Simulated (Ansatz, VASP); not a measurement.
# Two plane-wave programs on AgCl

```
CELL_PARAMETERS angstrom
0.00000 2.77315 2.77315
2.77315 0.00000 2.77315
2.77315 2.77315 0.00000
ATOMIC_POSITIONS crystal
Ag 0.50000 0.50000 0.50000
Cl 0.00000 0.00000 0.00000
```

Alike in both runs: task relaxation of cell and atoms; functional PBE; k mesh 8 × 8 × 8; occupations gaussian, width 0.02 eV; no spin polarisation.

```csv
,VASP,Ansatz
version,VASP 6.6.1,Ansatz 0.2.0
potentials or method,"VASP PAW PBE potentials, release 64 (Ag, Cl)","scalar-relativistic, plane waves, PAW"
plane-wave cutoff (eV),600,420
valence electrons in the cell,18,26
```

```csv
,VASP,Ansatz,Ansatz less VASP
"gap on the k mesh at the Fermi level, each at its own relaxed structure (eV)",0.92,0.92,+0.003
relaxed volume (Å³/atom),22.04,22.09,+0.055
relaxed cell length with the largest relative difference (Å),3.965,3.968,+0.0033
energy change over the relaxation (meV/atom),-3,-4,-0.5
```

The two sets of potentials don't hold the same shells in valence.

A k mesh can miss the band edges. Zero-point motion and thermal expansion aren't in these numbers. PBE usually gives volumes a little too large and moduli too small.
